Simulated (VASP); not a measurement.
# C (Fd-3m) in VASP: a series of runs

Runs on C. Level: LDA. Tasks: single point.

Everything below comes from runs of VASP 6.6.1. Logs are shortened: lines on timing, memory, paths and dates and some standing lists are left out, and cuts for length are marked.

## Step 1: The undisturbed crystal

It takes space group Fd-3m (No. 227, cubic). The conventional cell has a = 3.567 Å, b = 3.567 Å, c = 3.567 Å, α = 90.00°, β = 90.00°, γ = 90.00°. Around C (site symmetry -43m) lie 4 C at 1.54 Å.

This isn't the form of C at room conditions, which is graphite.

## Step 2: Single point, LDA (grid = ENCUT=400 dk=0.9 cell=2x2x2 ISMEAR=0 SIGMA=0.05 LREAL=Auto EDIFF=1e-06)

INCAR

```
  ALGO = Fast
  EDIFF = 1E-6
  ENCUT = 400
  ISIF = 2
  ISMEAR = 0
  LASPH = T
  LCHARG = F
  LREAL = Auto
  LWAVE = F
  NBANDS = 40
  NELM = 120
  PREC = Accurate
  SIGMA = 0.05
```

KPOINTS

```
k-points
0
Gamma
  2 2 2
```

POSCAR

```
C
1.0
    0.0000000000      3.5667400000      3.5667400000
    3.5667400000      0.0000000000      3.5667400000
    3.5667400000      3.5667400000      0.0000000000
C
16
Direct
    0.3750000000      0.3750000000      0.3750000000
    0.3750000000      0.3750000000      0.8750000000
    0.3750000000      0.8750000000      0.3750000000
    0.3750000000      0.8750000000      0.8750000000
    0.8750000000      0.3750000000      0.3750000000
    0.8750000000      0.3750000000      0.8750000000
    0.8750000000      0.8750000000      0.3750000000
    0.8750000000      0.8750000000      0.8750000000
    0.2500000000      0.2500000000      0.2500000000
    0.2500000000      0.2500000000      0.7500000000
    0.2500000000      0.7500000000      0.2500000000
    0.2500000000      0.7500000000      0.7500000000
    0.7500000000      0.2500000000      0.2500000000
    0.7500000000      0.2500000000      0.7500000000
    0.7500000000      0.7500000000      0.2500000000
    0.7500000000      0.7500000000      0.7500000000
```

Potentials or basis: VASP PAW LDA potentials, release 64 (C).

Started as:

```bash
$ cat potpaw_LDA.64/C/POTCAR > POTCAR
$ mpirun -np 1 vasp_std > vasp.out
```

OUTCAR:

```text
EDIFF = 1E-6
   ENCUT = 400
   ISIF = 2
   ISMEAR = 0
   LASPH = T
   LREAL = Auto
   NELM = 120
   PREC = Accurate

 Found      3 irreducible k-points:

 Following reciprocal coordinates:
            Coordinates               Weight
  0.000000  0.000000  0.000000      1.000000
  0.500000  0.000000  0.000000      4.000000
  0.500000  0.500000  0.000000      3.000000
   k-points           NKPTS =      3   k-points in BZ     NKDIM =      3   number of bands    NBANDS=     40
   number of dos      NEDOS =    301   number of ions     NIONS =     16
   total plane-waves  NPLWV =  46656
   dimension x,y,z NGX =    36 NGY =   36 NGZ =   36
   dimension x,y,z NGXF=    72 NGYF=   72 NGZF=   72
   ions per type =              16
   NGX,Y,Z   is equivalent  to a cutoff of  11.86, 11.86, 11.86 a.u.
   NGXF,Y,Z  is equivalent  to a cutoff of  23.73, 23.73, 23.73 a.u.
 SYSTEM =  unknown system
   PREC   = accura    normal or accurate (medium, high low for compatibility)
   ISTART =      0    job   : 0-new  1-cont  2-samecut
   ICHARG =      2    charge: 1-file 2-atom 10-const
   ISPIN  =      1    spin polarized calculation?
   LNONCOLLINEAR =      F non collinear calculations
   LSORBIT =      F    spin-orbit coupling
   LASPH  =      T    aspherical Exc in radial PAW
   ENCUT  =  400.0 eV  29.40 Ry    5.42 a.u.   8.23  8.23  8.23*2*pi/ulx,y,z
   NELM   =    120;   NELMIN=  2; NELMDL= -5     # of ELM steps
   EDIFF  = 0.1E-05   stopping-criterion for ELM
   LREAL  =      T    real-space projection
   EDIFFG = 0.1E-04   stopping-criterion for IOM
   NSW    =      0    number of steps for IOM
   IBRION =     -1    ionic relax: 0-MD 1-quasi-New 2-CG
   NFREE  =      0    steps in history (QN), initial steepest desc. (CG)
   ISIF   =      2    stress and relaxation
   ISYM   =      2    0-nonsym 1-usesym 2-fastsym
   POTIM  = 0.5000    time-step for ionic-motion
   TEBEG  =    0.0;   TEEND  =   0.0 temperature during run
   PSTRESS=    0.0 pullay stress
   NELECT =      64.0000    total number of electrons
   NUPDOWN=      -1.0000    fix difference up-down
   EMIN   =  10.00;   EMAX   =-10.00  energy-range for DOS
   EFERMI =   0.00;   METHOD = LEGACY
   ISMEAR =     0;   SIGMA  =   0.05  broadening in eV -4-tet -1-fermi 0-gaus
   EFERMI_NEDOS =   21; number of points for ismear=-14 and -15
   IALGO  =     68    algorithm
   IMIX   =      4    mixing-type and parameters
     AMIX     =   0.40;   BMIX     =  1.00
     AMIX_MAG =   1.60;   BMIX_MAG =  1.00
  volume/ion in A,a.u.               =       5.67        38.28
  Fermi-wavevector in a.u.,A,eV,Ry     =   1.457203  2.753714 28.891161  2.123440
  Thomas-Fermi vector in A             =   2.574032
   LORBIT       =      0    0 simple, 1 ext, 2 COOP (PROOUT), +10 PAW based schemes
   GGA     = CA    functional components
   LHFCALC =     F    Hartree Fock is set to
   AEXX    =    0.0000 exact exchange contribution
   IVDW    =     0    specifies the selected vdW correction
   LEPSILON=     F    determine dielectric tensor
   LRPA    =     F    only Hartree local field effects (RPA)
 non-spin polarized calculation
 RMM-DIIS sequential band-by-band and
 Gauss-broadening in eV      SIGMA  =   0.05
  energy-cutoff  :      400.00
  volume of cell :       90.75
 maximum number of plane-waves:      1676
 NGX is ok and might be reduce to    36
   NGX = 17   NGY = 17   NGZ = 17

 number of electron      64.0000026 magnetization

 Free energy of the ion-electron system (eV)
  ---------------------------------------------------
  ext. energy  EPLUGINS =         0.00000000
  ---------------------------------------------------
  free energy    TOTEN  =      -160.94011348 eV

  energy without entropy =     -160.94011348  energy(sigma->0) =     -160.94011348

 E-fermi :  10.0379     XC(G=0): -13.4921

 val. band max:        9.7766105748   @ k =   0.0000   0.0000   0.0000
 cond. band min:      14.1594963706   @ k =   0.5000   0.5000   0.0000
 fundamental gap:      4.3828857959
 Fermi energy:        10.0378602696

 k-point     1 :       0.0000    0.0000    0.0000
  band No.  band energies     occupation
      1     -11.5812      2.00000
      2      -5.7356      2.00000
      3      -5.7356      2.00000
      4      -5.7356      2.00000
      5      -5.7356      2.00000
      6      -3.6208      2.00000
[... 32 lines left out ...]
     39      15.3097      0.00000
     40      15.3097      0.00000

 k-point     2 :       0.5000    0.0000    0.0000
  band No.  band energies     occupation
      1      -9.8657      2.00000
      2      -9.8657      2.00000
      3      -5.5426      2.00000
      4      -5.5426      2.00000
      5      -5.5426      2.00000
      6      -5.5426      2.00000
[... 32 lines left out ...]
     39      17.4893      0.00000
     40      17.4928      0.00000

 k-point     3 :       0.5000    0.5000    0.0000
  band No.  band energies     occupation
      1      -9.2971      2.00000
      2      -9.2971      2.00000
      3      -7.1069      2.00000
      4      -7.1069      2.00000
      5      -7.1069      2.00000
      6      -7.1069      2.00000
[... 32 lines left out ...]
     39      19.6987      0.00000
     40      19.6998      0.00000

------------------------ aborting loop because EDIFF is reached ----------------------------------------

  FORCE on cell =-STRESS in cart. coord.  units (eV):
  Direction    XX          YY          ZZ          XY          YZ          ZX
  --------------------------------------------------------------------------------------
  -------------------------------------------------------------------------------------
  Total       -8.0917462     -8.0917462     -8.0917462      0.0000000     -0.0000000      0.0000000
  in kB     -142.8592889   -142.8592889   -142.8592889      0.0000000     -0.0000000      0.0000000
  external PRESSURE =    -142.8592889 kB  Pullay stress =       0.0000000 kB

 VOLUME and BASIS-vectors are now :
 -----------------------------------------------------------------------------
  energy-cutoff  :      400.00
  volume of cell :       90.75
      direct lattice vectors                 reciprocal lattice vectors
     0.000000000  3.566740000  3.566740000    -0.140184034  0.140184034  0.140184034
     3.566740000  0.000000000  3.566740000     0.140184034 -0.140184034  0.140184034
     3.566740000  3.566740000  0.000000000     0.140184034  0.140184034 -0.140184034

 POSITION                                       TOTAL-FORCE (eV/Angst)
 -----------------------------------------------------------------------------------
      2.67505      2.67505      2.67505         0.000000      0.000000      0.000000
      4.45843      4.45843      2.67505         0.000000      0.000000      0.000000
      4.45843      2.67505      4.45843         0.000000      0.000000      0.000000
      6.24179      4.45843      4.45843         0.000000      0.000000      0.000000
      2.67505      4.45843      4.45843         0.000000      0.000000      0.000000
      4.45843      6.24179      4.45843         0.000000      0.000000      0.000000
[... 8 lines left out ...]
      3.56674      3.56674      5.35011        -0.000000      0.000000     -0.000000
      5.35011      5.35011      5.35011        -0.000000     -0.000000     -0.000000
 -----------------------------------------------------------------------------------
    total drift:                                0.000000      0.000000     -0.000000

  FREE ENERGIE OF THE ION-ELECTRON SYSTEM (eV)
  ---------------------------------------------------
  free  energy   TOTEN  =      -160.9401134820 eV

  energy  without entropy=     -160.9401134820  energy(sigma->0) =     -160.94011348
```

It took 31 s on 1 thread of AMD EPYC 7R43 (Zen 3), shared host; peak memory 0.12 GiB.

These settings aren't checked as converged: the numbers below hold their error.

Results:

| Quantity | Value |
| --- | --- |
| Free energy | -160.9401 eV |
| Band gap on the k mesh | 4.38 eV |

Caveat: the k mesh is coarse (spacing up to 0.76 Å⁻¹), so the values aren't converged; the cutoff is under 1.25 times the usual one of these potentials, so pressure, stress and relaxed cells hold a basis-set (Pulay) error.

## Step 3: Single point, LDA (grid = ENCUT=400 dk=0.6 cell=2x2x2 ISMEAR=0 SIGMA=0.05 LREAL=Auto EDIFF=1e-06)

INCAR is that of step 2.

KPOINTS

```
k-points
0
Gamma
  3 3 3
```

POSCAR is that of step 2.

Potentials or basis: VASP PAW LDA potentials, release 64 (C).

Started as:

```bash
$ cat potpaw_LDA.64/C/POTCAR > POTCAR
$ mpirun -np 1 vasp_std > vasp.out
```

It took 43 s on 1 thread of AMD EPYC 7R43 (Zen 3), shared host; peak memory 0.12 GiB.

The run converged, but some of its settings lie outside the range that counts as converged, so its numbers aren't taken as properties of the crystal.

Results:

```
Free energy            : -161.8964 eV
Band gap on the k mesh : 4.10 eV
```

Caveat: the k mesh is coarse (spacing up to 0.51 Å⁻¹), so the values aren't converged; the cutoff is under 1.25 times the usual one of these potentials, so pressure, stress and relaxed cells hold a basis-set (Pulay) error; an odd mesh through Γ misses points on the zone boundary, where band edges often lie.

## Step 4: The reference run

An earlier run on the cell as given: functional PBE; potentials or basis VASP PAW PBE potentials, release 64 (C); cutoff 520 eV; k mesh 13 × 13 × 13; occupations fermi-dirac, width 0.05 eV; no spin polarisation.

* Pressure: 2.5 GPa
* Band gap on the k mesh: 4.14 eV, indirect (least direct gap 5.59 eV)
